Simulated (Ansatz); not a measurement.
Ideal shear of a crystal plane in SiC

All numbers below come from DFT PBE, scalar-relativistic, plane waves, PAW (Ansatz). The runs took a 420 eV cutoff, a Γ-centred 10×10×3 mesh and Gaussian smearing (0.05 eV). No spin polarisation. Energies are free energies at this smearing, counted from the undisturbed cell; pressure is positive in compression.

Zero of the scan (relaxed at this level):

```yaml
crystal:
  lattice:
    - [-3.09412, 0.00000, 0.00000]
    - [-1.54706, -2.67959, 0.00000]
    - [0.00000, 0.00000, 10.12934]
  atoms:
    - { symbol: Si, position: [0.66667, 0.66667, 0.59404] }
    - { symbol: Si, position: [0.33333, 0.33333, 0.09404] }
    - { symbol: Si, position: [0.00000, 0.00000, 0.34410] }
    - { symbol: Si, position: [0.00000, 0.00000, 0.84410] }
    - { symbol: C, position: [0.66667, 0.66667, 0.40601] }
    - { symbol: C, position: [0.33333, 0.33333, 0.90601] }
    - { symbol: C, position: [0.00000, 0.00000, 0.15665] }
    - { symbol: C, position: [0.00000, 0.00000, 0.65665] }
```

The cut lies on the cell's a–b face, a (0 0 1) plane (indices in the standard cell, whose axes needn't be the Cartesian ones shown) of area 8.29 Å², between layers 1.90 Å apart. Vector c is tilted by f times 1·a + 0·b (length 3.094 Å) with the atoms' Cartesian places fixed: one unrelaxed fault a cell. The traction is dγ/du, the slope of γ against the slip u in Å. Some rows repeat others by symmetry and weren't run.

| f | γ (mJ/m²) | traction (GPa) |
| --- | --- | --- |
| 0.0000 | 0 | 0.0 |
| 0.1000 | 271 | 17.5 |
| 0.2000 | 1065 | 33.1 |
| 0.3000 | 2241 | 40.9 |
| 0.4000 | 3422 | 31.8 |
| 0.5000 | 3962 | 0.0 |
| 0.6000 | 3422 | -31.8 |
| 0.7000 | 2241 | -40.9 |
| 0.8000 | 1065 | -33.1 |
| 0.9000 | 271 | -17.5 |

Problem. Read off the first barrier and the stress needed to climb it, and compare with Frenkel's sinusoid.

Solution. The first sampled maximum lies at f = 0.500, a slip of 1.55 Å, with γ ≈ 3962 mJ/m², which stands in for the unstable fault energy γ_us, and the steepest sampled slope before it is 40.9 GPa. A sinusoid γ = γ_us sin²(πu/λ) with its maximum there has λ = 3.09 Å and a largest slope πγ_us/λ = 40.2 GPa (1 mJ/m² per Å = 0.01 GPa). The stand-in is too high: the stress and forces give a traction of 14.3 GPa across the line at this point, so it is no saddle, and slip that bends off the line crosses lower.

Problem. Is there a metastable fault on this line?

Solution. Apart from points where γ returns to about zero, no local minimum shows among the samples, so at this sampling the line offers no fault for a dislocation to split on; a fault can still lie off the line.

The cut is rigid; relaxing the faces lowers these energies and usually the stresses.

Cost: 6 runs of about 2.1 core-minutes in all, on Arm Neoverse V2 (shared hosts).